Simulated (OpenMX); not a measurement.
Runs of OpenMX 3.8.5 on BaTiO3. Symmetry: P4mm, No. 99, tetragonal system. The conventional cell has a = 4.000 Å, b = 4.000 Å, c = 4.018 Å, α = 90.00°, β = 90.00°, γ = 90.00°. Ba (site symmetry 4mm) is surrounded by 12 O at 2.79 to 2.88 Å. Ti (site symmetry 4mm) is surrounded by 6 O at 1.89 to 2.13 Å. Around O (site symmetry 2mm) lie 2 Ti at 2.00 Å. O (site symmetry 4mm) has 2 Ti at 1.89 to 2.13 Å as nearest neighbours. 

| task | level | potentials or basis | spin | k mesh | SCF threshold | grid points, held for all volumes | max SCF cycles | gap on the mesh (eV) | pressure (GPa) | largest force (eV/Å) |
| --- | --- | --- | --- | --- | --- | --- | --- | --- | --- | --- |
| band structure | PBE | OpenMX 2013 PBE set, Ba10.0-s3p2d2, Ti7.0-s3p2d2, O6.0-s2p2d1, grid cutoff 400 Ry | off | 7 × 7 × 7 | 1e-08 Ha | - | 100 | 1.50 | 3.9 | (b) |
| band structure | PBE | OpenMX 2013 PBE set, Ba10.0-s3p2d1, Ti7.0-s2p2d1, O6.0-s2p2, grid cutoff 400 Ry | off | 7 × 7 × 7 | 1e-08 Ha | - | 100 | 1.50 | 5.9 | 0.06 |
| band structure | PBE | OpenMX 2013 PBE set, Ba10.0-s3p2d2, Ti7.0-s3p2d2, O6.0-s2p2d1, grid cutoff 400 Ry | off | 5 × 5 × 5 | 1e-08 Ha | - | 100 | 1.55 | 3.9 | 0.45 |
| band structure | PBE | OpenMX 2013 PBE set, Ba10.0-s3p2d2, Ti7.0-s3p2d2, O6.0-s2p2d1, grid cutoff 400 Ry | non-collinear, zero start, SOC | 5 × 5 × 5 | 1e-07 Ha | - | 160 | 1.55 | - | 0.45 |
| band structure | LDA | OpenMX 2013 LDA set, Ba10.0-s3p2d2, Ti7.0-s3p2d2, O6.0-s2p2d1, grid cutoff 400 Ry | off | 5 × 5 × 5 | 1e-08 Ha | - | 100 | 1.48 | -6.5 | (a) |

Alike in all rows: cell as given; smearing fermi-dirac 0.05 eV.

Task: Fill in the values left out.

Result: (a) 0.50; (b) 0.42.

Caveats: the mesh misses the band edges, which the band path finds closer together; the basis of atomic orbitals isn't converged, which shifts pressures, moduli and gaps; spin-orbit coupling is left out, which moves the levels of the heavy elements (some runs); the transition metal has a single d function, too few for pressures, volumes and moments (some runs); total energies with and without spin-orbit coupling shouldn't be compared in this program (some runs).

A k mesh can miss the band edges, and rows without SOC leave out spin-orbit coupling on Ba.
